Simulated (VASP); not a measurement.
Runs of VASP 6.6.1 on TiSe2. It takes space group P-3m1 (No. 164, trigonal). The conventional cell has a = 3.481 Å, b = 3.481 Å, c = 5.873 Å, α = 90.00°, β = 90.00°, γ = 120.00°. Ti (site symmetry -3m) has 6 Se at 2.54 Å as nearest neighbours. Se (site symmetry 3m) has 3 Ti at 2.54 Å as nearest neighbours. 

```csv
cell,k mesh,gap on the mesh (eV),pressure (GPa),largest force (eV/Å)
"P-3m1, 20.54 Å³/atom",15 × 15 × 8,none,0.1,0.01
the database's cell and atoms,15 × 15 × 8,none,-1.6,(a)
"level: DFT PBE+D3(BJ), scalar-relativistic, plane waves, PAW, at the base's geometry",15 × 15 × 8,none,0.1,0.01
"P-3m1, 21.67 Å³/atom",6 × 6 × 4,none,-1.6,0.13
```

Alike in all rows: task single point; level PBE+D3(BJ); potentials or basis VASP PAW PBE potentials, release 64 (Ti_sv, Se); no spin polarisation; cutoff (eV) 520; smearing gaussian 0.1 eV.

Estimate the missing entries.

(a) 0.10.

Caveats: pairwise dispersion overbinds metals, which lowers pressure and volume (some runs).

A k mesh can miss the band edges, and the runs leave out spin-orbit coupling on Se.

A gap of «none» marks a metal or a gap under the smearing width.
